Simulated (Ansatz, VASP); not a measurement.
**One calculation of InAs, two programs**

File INCAR:

```
  PREC = Accurate
  ENCUT = 520
  EDIFF = 1E-7
  ISMEAR = 0
  SIGMA = 0.1
  LREAL = F
  LASPH = T
  NELM = 80
  ALGO = Normal
  ISIF = 2
  LWAVE = F
  LCHARG = F
  GGA = PE
  NBANDS = 16
```

File KPOINTS:

```
regular mesh
0
Gamma
  12 12 12
```

The input POSCAR:

```
InAs
1.0
    0.0000000000      2.9974365835      2.9974365835
    2.9974365835      0.0000000000      2.9974365835
    2.9974365835      2.9974365835      0.0000000000
In As
1 1
Direct
    0.0000000000      0.0000000000      0.0000000000
    0.2500000000      0.2500000000      0.2500000000
```

Input for Ansatz:

```yaml
crystal:
  lattice:
    - [0.0, 2.9974365835, 2.9974365835]
    - [2.9974365835, 0.0, 2.9974365835]
    - [2.9974365835, 2.9974365835, 0.0]
  atoms:
    - { symbol: In, position: [0.0, 0.0, 0.0] }
    - { symbol: As, position: [0.25, 0.25, 0.25] }
basis:
  ecutwfc: 420
kpoints:
  mp_grid: { grid: [12, 12, 12] }
hamiltonian:
  xc: pbe
scf:
  occupations: { method: gaussian, width: 0.1 }
output:
  forces: true
  stress: true
  eigenvalues: true
```

Alike in both runs: task single point; functional PBE; k mesh 12 × 12 × 12; occupations gaussian, width 0.1 eV; no spin polarisation.

```csv
,VASP,Ansatz
version,VASP 6.6.1,Ansatz 0.2.0
potentials or method,"VASP PAW PBE potentials, release 64 (In_d, As)","scalar-relativistic, plane waves, PAW"
plane-wave cutoff (eV),520,420
valence electrons in the cell,18,28
```

|  | VASP | Ansatz | Ansatz less VASP |
| --- | --- | --- | --- |
| gap on the k mesh at the Fermi level (eV) | none | none | - |
| pressure (GPa) | 5.8 | 5.7 | -0.08 |

A gap of «none» marks a metal or a gap that the smearing closes. The two sets of potentials don't hold the same shells in valence.
